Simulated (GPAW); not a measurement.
Ti:

```
Ti
1.0
    -1.64100    1.64100    1.64100
     1.64100   -1.64100    1.64100
     1.64100    1.64100   -1.64100
Ti
1
Direct
  0.00000 0.00000 0.00000
```

This isn't the form of Ti at room conditions, which is hcp.

Program: GPAW 26.7.0. Alike in all runs: task single point; no spin polarisation; cell as given; k mesh 11 × 11 × 11; cutoff (eV) 600; smearing fermi-dirac 0.05 eV.

Q: Order these runs on this cell by their pressure, lowest first.
A. level revPBE; potentials or basis the program's PAW data sets (release 1.2.1) made for this functional, pw
B. level LDA; potentials or basis the program's PAW data sets (release 1.2.1) made for this functional, pw
C. level PBEsol; potentials or basis PAW data sets generated in the run's folder for this functional, pw
D. level PBE; potentials or basis GPAW PAW data sets (gpaw-data 1.2.1), pw

A: B (-11.4 GPa), C (-7.2 GPa), D (-3.0 GPa), A (-0.7 GPa).
